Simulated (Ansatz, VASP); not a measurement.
## Two plane-wave programs on Ir

```
CELL_PARAMETERS angstrom
2.72793 0.00000 0.00000
-1.36396 2.36245 0.00000
0.00000 0.00000 8.83487
ATOMIC_POSITIONS crystal
Ir 0.00000 0.00000 0.00000
Ir 0.00000 0.00000 0.50000
Ir 0.33333 0.66667 0.75000
Ir 0.66667 0.33333 0.25000
```

Alike in both runs: functional r2SCAN; k mesh 9 × 9 × 2; occupations gaussian, width 0.1 eV; no spin polarisation.

Ansatz relaxed the structure, and its values are those at the end. VASP's run is a single point on that final structure, the one shown.

```csv
,VASP,Ansatz
version,VASP 6.6.1,Ansatz 0.2.0
potentials or method,"VASP PAW PBE potentials, release 64 (Ir)","scalar-relativistic, plane waves, PAW"
plane-wave cutoff (eV),520,500
valence electrons in the cell,36,68
```

```csv
,VASP,Ansatz,Ansatz less VASP
gap on the k mesh at the Fermi level (eV),none,none,-
pressure (GPa),2.4,-0.1,-2.48
```

A gap of «none» marks a metal or a gap that the smearing closes. With one functional, cell and mesh, what is left measures potentials, basis and numerics. The two sets of potentials don't hold the same shells in valence.

Caveats: the PAW data sets were made with another functional, which shifts forces and pressure a little (VASP). Spin-orbit coupling is left out, which matters for the levels of Ir.
